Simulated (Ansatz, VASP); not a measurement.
**Si: VASP beside Ansatz**

```xyz
2
Lattice="0.0000 2.7008 2.7008 2.7008 0.0000 2.7008 2.7008 2.7008 0.0000" Properties=species:S:1:pos:R:3 pbc="T T T"
Si    2.7008    2.7008    2.7008
Si    4.0512    4.0512    4.0512
```

Alike in both runs: functional LDA; k mesh 12 × 12 × 12; occupations gaussian, width 0.02 eV; no spin polarisation.

Ansatz relaxed the structure, and its values are those at the end. VASP's run is a single point on that final structure, the one shown.

|  | VASP | Ansatz |
| --- | --- | --- |
| version | VASP 6.6.1 | Ansatz 0.2.0 |
| potentials or method | VASP PAW LDA potentials, release 64 (Si) | scalar-relativistic, plane waves, PAW |
| plane-wave cutoff (eV) | 520 | 420 |
| valence electrons in the cell | 8 | 8 |

```tsv
	VASP	Ansatz	Ansatz less VASP
gap on the k mesh at the Fermi level (eV)	0.44	0.44	+0.003
least direct gap on the mesh (eV)	2.53	2.53	+0.001
pressure (GPa)	0.1	0.0	-0.06
```

Ansatz warned: «pseudo_functional_mismatch».
